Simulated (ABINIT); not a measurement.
# AlAs (F-43m): G0W0 in ABINIT against the wavefunction cutoff in GW

Aim: move the wavefunction cutoff in GW of a G0W0 run on AlAs (F-43m) over a wide range.

Program: ABINIT 10.8.3. Level of theory: LDA and many-body steps on it, plane waves. Results are calculated unless marked as measured.

Most raw output is cut from this account.

## (1) Starting point

Symmetry: F-43m, No. 216, cubic system. Conventional cell: a = 5.661 Å, b = 5.661 Å, c = 5.661 Å, α = 90.00°, β = 90.00°, γ = 90.00°. Nearest to Al lie 4 As at 2.45 Å. As has 4 Al at 2.45 Å nearest. Farther neighbours are not listed.

The cell and positions come from the Crystallography Open Database and are kept as given unless a step says otherwise.

## (2) Screening, 4×4×4 mesh, 27 bands, screening to 106.1 eV

This step: ABINIT 10.8.3; RPA screening on LDA, plane waves, norm-conserving pseudopotentials.

The RPA dielectric matrix is built and inverted for each q.

The input, run.abi:

```
acell 3*1.0 Angstrom
rprim 
  0.000000000000 2.830400000000 2.830400000000
  2.830400000000 0.000000000000 2.830400000000
  2.830400000000 2.830400000000 -0.000000000000
ntypat 2
znucl 13 33
natom 2
typat 1 2
xred 
  0.000000000000 0.000000000000 0.000000000000
  0.250000000000 0.250000000000 0.250000000000
pp_dirpath "pseudos"
pseudos "Al.upf, As.upf"
ecut 34
ngkpt 4 4 4
nshiftk 1
shiftk 0 0 0
kptopt 1
chksymbreak 0
istwfk *1
occopt 1
irdwfk 1
optdriver 3
nband 27
ecuteps 3.9
inclvkb 2
awtr 1
symchi 1
ecutwfn 10.2
indata_prefix "in"
outdata_prefix "out"
tmpdata_prefix "tmp"
```

On the command line:

```
$ OMP_NUM_THREADS=1 mpirun -n 4 abinit run.abi > log
```

Run time: 3.3 s. Hardware: 4 MPI ranks of Arm Neoverse V1, shared host; peak memory 0.26 GiB.

Numbers from this step:

```
ε∞ with local fields, on this mesh, along the program's q direction : 15.68
the same without local fields                                       : 17.61
plasma frequency                                                    : 21.83 eV
plane waves in the screening matrix                                 : 113
```

Local fields lower ε∞ by 11 %. On a Γ-centred mesh this coarse the value itself is usually too large, while a short band sum pulls it down.

## (3) 10.2 Ha

This step: G0W0 on LDA, plane waves, norm-conserving pseudopotentials.

run.abi: that of step 2 with these lines changed.

```diff
@@ -23,8 +23,17 @@
 irdwfk 1
-optdriver 3
+optdriver 4
 nband 27
+gwcalctyp 0
+ecutsigx 10.2
+symsigma 1
+nkptgw 2
+kptgw 
+  0.0000000000 0.0000000000 0.0000000000
+  0.5000000000 0.5000000000 0.0000000000
+bdgw 
+  7 13
+  8 11
 ecuteps 3.9
-inclvkb 2
-awtr 1
-symchi 1
+irdscr 1
+ppmodel 1
 ecutwfn 10.2
```

Run time: 2.7 s. Hardware: 4 MPI ranks; peak memory 0.08 GiB.

Numbers from this step:

- G0W0 gap on the points computed: 2.038 eV
- starting gap on the mesh: 1.351 eV
- k of the valence top: 0, 0, 0
- k of the conduction bottom: 0.5, 0.5, 0
- Z at the valence top: 0.788
- Z at the conduction bottom: 0.804
- least direct G0W0 gap on the computed points: 2.830 eV

## (4) Screening, 4×4×4 mesh, 27 bands, screening to 106.1 eV

This step: RPA screening on LDA, plane waves, norm-conserving pseudopotentials.

run.abi: that of step 3 with these lines changed.

```diff
@@ -23,18 +23,9 @@
 irdwfk 1
-optdriver 4
+optdriver 3
 nband 27
-gwcalctyp 0
-ecutsigx 10.2
-symsigma 1
-nkptgw 2
-kptgw 
-  0.0000000000 0.0000000000 0.0000000000
-  0.5000000000 0.5000000000 0.0000000000
-bdgw 
-  7 13
-  8 11
 ecuteps 3.9
-irdscr 1
-ppmodel 1
-ecutwfn 10.2
+inclvkb 2
+awtr 1
+symchi 1
+ecutwfn 17
 indata_prefix "in"
```

Wall time 4.4 s (4 MPI ranks); peak memory 0.34 GiB; 17 s of CPU time.

This step gave:

- ε∞ with local fields, on this mesh, along the program's q direction: 15.94
- the same without local fields: 17.93
- plasma frequency: 23.15 eV
- plane waves in the screening matrix: 113

## (5) 17 Ha

The self-energy is evaluated for the states that the input lists, and the levels follow from it, in one-shot runs by the linearised quasiparticle equation.

This step: G0W0 on LDA, plane waves, norm-conserving pseudopotentials.

run.abi: that of step 4 with these lines changed.

```diff
@@ -23,8 +23,17 @@
 irdwfk 1
-optdriver 3
+optdriver 4
 nband 27
+gwcalctyp 0
+ecutsigx 17
+symsigma 1
+nkptgw 2
+kptgw 
+  0.0000000000 0.0000000000 0.0000000000
+  0.5000000000 0.5000000000 0.0000000000
+bdgw 
+  7 13
+  8 11
 ecuteps 3.9
-inclvkb 2
-awtr 1
-symchi 1
+irdscr 1
+ppmodel 1
 ecutwfn 17
```

Elapsed: 2.9 s, on 4 MPI ranks; peak memory 0.09 GiB; 11 s of CPU time.

This step gave:

* G0W0 gap on the points computed: 2.158 eV
* starting gap on the mesh: 1.351 eV
* k of the valence top: 0, 0, 0
* k of the conduction bottom: 0.5, 0.5, 0
* Z at the valence top: 0.789
* Z at the conduction bottom: 0.804
* least direct G0W0 gap on the computed points: 2.852 eV

The gap on the mesh goes from 1.35 eV to 2.16 eV, a correction of +0.81 eV.

## (6) Screening, 4×4×4 mesh, 27 bands, screening to 106.1 eV

This step: RPA screening on LDA, plane waves, norm-conserving pseudopotentials.

run.abi: that of step 5 with these lines changed.

```diff
@@ -23,18 +23,9 @@
 irdwfk 1
-optdriver 4
+optdriver 3
 nband 27
-gwcalctyp 0
-ecutsigx 17
-symsigma 1
-nkptgw 2
-kptgw 
-  0.0000000000 0.0000000000 0.0000000000
-  0.5000000000 0.5000000000 0.0000000000
-bdgw 
-  7 13
-  8 11
 ecuteps 3.9
-irdscr 1
-ppmodel 1
-ecutwfn 17
+inclvkb 2
+awtr 1
+symchi 1
+ecutwfn 25.5
 indata_prefix "in"
```

It took 4.5 s on 4 MPI ranks; peak memory 0.36 GiB.

Numbers from this step:

```yaml
eps_infinity_with_local_fields_on_this_mesh_along_the_program_s_q_direction: 15.77
the_same_without_local_fields: 17.73
plasma_frequency: 23.38 eV
plane_waves_in_the_screening_matrix: 113
```

## (7) 25.5 Ha

This step: G0W0 on LDA, plane waves, norm-conserving pseudopotentials.

run.abi: that of step 6 with these lines changed.

```diff
@@ -23,8 +23,17 @@
 irdwfk 1
-optdriver 3
+optdriver 4
 nband 27
+gwcalctyp 0
+ecutsigx 25.5
+symsigma 1
+nkptgw 2
+kptgw 
+  0.0000000000 0.0000000000 0.0000000000
+  0.5000000000 0.5000000000 0.0000000000
+bdgw 
+  7 13
+  8 11
 ecuteps 3.9
-inclvkb 2
-awtr 1
-symchi 1
+irdscr 1
+ppmodel 1
 ecutwfn 25.5
```

Run time: 3 s. Hardware: 4 MPI ranks; peak memory 0.33 GiB; 12 s of CPU time.

This step gave:

```
G0W0 gap on the points computed              : 2.180 eV
starting gap on the mesh                     : 1.351 eV
k of the valence top                         : 0, 0, 0
k of the conduction bottom                   : 0.5, 0.5, 0
least direct G0W0 gap on the computed points : 2.867 eV
```

Against the run before, the gap moves by +0.022 eV.

## (8) Screening, 4×4×4 mesh, 27 bands, screening to 106.1 eV

This step: RPA screening on LDA, plane waves, norm-conserving pseudopotentials.

run.abi: that of step 7 with these lines changed.

```diff
@@ -23,18 +23,8 @@
 irdwfk 1
-optdriver 4
+optdriver 3
 nband 27
-gwcalctyp 0
-ecutsigx 25.5
-symsigma 1
-nkptgw 2
-kptgw 
-  0.0000000000 0.0000000000 0.0000000000
-  0.5000000000 0.5000000000 0.0000000000
-bdgw 
-  7 13
-  8 11
 ecuteps 3.9
-irdscr 1
-ppmodel 1
-ecutwfn 25.5
+inclvkb 2
+awtr 1
+symchi 1
 indata_prefix "in"
```

Wall time 5.3 s (4 MPI ranks); peak memory 0.43 GiB; 21 s of CPU time.

This step gave:

| Property | Result |
| --- | --- |
| ε∞ with local fields, on this mesh, along the program's q direction | 15.72 |
| the same without local fields | 17.67 |
| plasma frequency | 23.39 eV |
| plane waves in the screening matrix | 113 |

## (9) 34 Ha

This step: G0W0 on LDA, plane waves, norm-conserving pseudopotentials.

run.abi: that of step 8 with these lines changed.

```diff
@@ -23,8 +23,17 @@
 irdwfk 1
-optdriver 3
+optdriver 4
 nband 27
+gwcalctyp 0
+ecutsigx 34
+symsigma 1
+nkptgw 2
+kptgw 
+  0.0000000000 0.0000000000 0.0000000000
+  0.5000000000 0.5000000000 0.0000000000
+bdgw 
+  7 13
+  8 11
 ecuteps 3.9
-inclvkb 2
-awtr 1
-symchi 1
+irdscr 1
+ppmodel 1
 indata_prefix "in"
```

Elapsed: 3.4 s, on 4 MPI ranks; peak memory 0.49 GiB.

Numbers from this step:

| Quantity | Value |
| --- | --- |
| G0W0 gap on the points computed | 2.174 eV |
| starting gap on the mesh | 1.351 eV |
| k of the valence top | 0, 0, 0 |
| k of the conduction bottom | 0.5, 0.5, 0 |
| least direct G0W0 gap on the computed points | 2.868 eV |

Against the run before, the gap moves by −0.006 eV.

## (10) Side by side

Times are wall times on 4 MPI ranks of Arm Neoverse V1, shared host, good to a factor of about two. A run's time includes the screening step that it read.

```
    run   mesh  bands  screening cutoff (eV)  DFT gap (eV)  gap on the mesh (eV)  direct (eV)  ε∞ used   time
10.2 Ha  4×4×4     27                  106.1         1.351                 2.038        2.830    15.68    6 s
  17 Ha  4×4×4     27                  106.1         1.351                 2.158        2.852    15.94  7.2 s
25.5 Ha  4×4×4     27                  106.1         1.351                 2.180        2.867    15.77  7.6 s
  34 Ha  4×4×4     27                  106.1         1.351                 2.174        2.868    15.72  8.7 s
```

## (11) What came out

| Property | Result |
| --- | --- |
| 10.2 Ha | 2.038 eV |
| 17 Ha | 2.158 eV |
| 25.5 Ha | 2.180 eV |
| 34 Ha | 2.174 eV |
| known limits | not at the basis limit; exchange with frozen shells missing; no spin-orbit coupling; coarse k mesh |

**Reading.** The setting moved: wavefunction cutoff in GW. From 10.2 Ha to 34 Ha the gap moves by +0.14 eV. It holds to 0.03 eV from 17 Ha on. Bands and screening cutoff are coupled, so a series along one setting does not show full convergence. The exchange cutoff follows the wavefunction cutoff here. Bands and cutoff are finite, so the gap is not at the basis limit. The miss can reach some tenths of an eV and take either sign; the mesh is an error of its own. In the G0W0 runs levels were corrected at 2 k points alone, so a gap called «on the mesh» is the least over those, and an edge elsewhere would be missed. The 4×4×4 mesh is coarse for this cell, which bears on the long-range parts of exchange and screening. The norm-conserving file of at least one element keeps a d shell over frozen s and p shells of the same row. Exchange with those shells is missing from the self-energy, an error of 0.3 to 0.9 eV in cases checked, whose sign depends on which edge lies on those atoms. The many-body steps are scalar-relativistic: spin-orbit coupling is not in them.

[Paths, hosts, dates, memory and timing lines, banners, echoed tables and standing remarks are left out of the program output.]

[Logs are printed without paths, hosts, clocks, repeated set-up lines and the standing remarks that a program may print on its own settings, such as how far it seeks lower states.]

[Runs of the session that timed out or met a known fault of the program may be left out.]

[Hosts, paths, dates, database ids (printed as entryN), source tags and the programs' standing remarks are cut or masked in the printed files.]

[G0W0 gaps are taken among the corrected bands and points alone; a level outside them can change the order at an edge.]

[Where Ansatz stands beside ABINIT at settings called matched, ABINIT's density can come from a denser mesh and the files from another edition; pairs whose starting gaps differed by over 0.03 eV were left out, so agreement reads better than it is.]
